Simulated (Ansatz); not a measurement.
BN: generalised stacking fault

Level of theory: DFT PBE+D3(BJ), scalar-relativistic, plane waves, PAW (Ansatz 0.2.0). The runs took a 420 eV cutoff, a Γ-centred 10×10×2 mesh and Gaussian smearing (0.05 eV). No spin polarisation. Energies are free energies at this smearing, counted from the undisturbed cell; pressure is positive in compression.

The starting cell (relaxed at this level):

```yaml
crystal:
  lattice:
    - [-2.50644, 0.00000, 0.00000]
    - [-1.25322, -2.17064, 0.00000]
    - [0.00000, 0.00000, 13.23369]
  atoms:
    - { symbol: B, position: [0.33333, 0.33333, 0.87500] }
    - { symbol: B, position: [0.33333, 0.33333, 0.37500] }
    - { symbol: B, position: [0.66667, 0.66667, 0.12500] }
    - { symbol: B, position: [0.66667, 0.66667, 0.62500] }
    - { symbol: N, position: [0.33333, 0.33333, 0.12500] }
    - { symbol: N, position: [0.33333, 0.33333, 0.62500] }
    - { symbol: N, position: [0.66667, 0.66667, 0.87500] }
    - { symbol: N, position: [0.66667, 0.66667, 0.37500] }
```

The cut lies on the cell's a–b face, a (0 0 1) plane (indices in the standard cell, whose axes needn't be the Cartesian ones shown) of area 5.44 Å², between layers 3.31 Å apart. Vector c is tilted by f times 1·a + 1·b (length 4.341 Å) with the atoms' Cartesian places fixed: one unrelaxed fault a cell.

| f | γ (mJ/m²) | shear traction, the slope of γ along the slip (GPa) | gap on the mesh (eV) |
| --- | --- | --- | --- |
| 0.0000 | 0 | 0.0 | 4.23 |
| 0.0833 | 11 | 0.6 | 4.11 |
| 0.1667 | 41 | 1.0 | 4.00 |
| 0.2500 | 76 | 0.8 | 3.92 |
| 0.3333 | 91 | 0.0 | 3.90 |
| 0.4167 | 76 | -0.7 | 3.92 |
| 0.5000 | 45 | -0.9 | 3.98 |
| 0.5833 | 19 | -0.5 | 4.05 |
| 0.6667 | 11 | 0.0 | 4.14 |
| 0.7500 | 15 | 0.1 | 4.01 |
| 0.8333 | 15 | -0.1 | 3.96 |
| 0.9167 | 7 | -0.3 | 4.05 |

Cost: 12 runs of about 1.1 core-minutes in all, on Arm Neoverse V1 (shared hosts).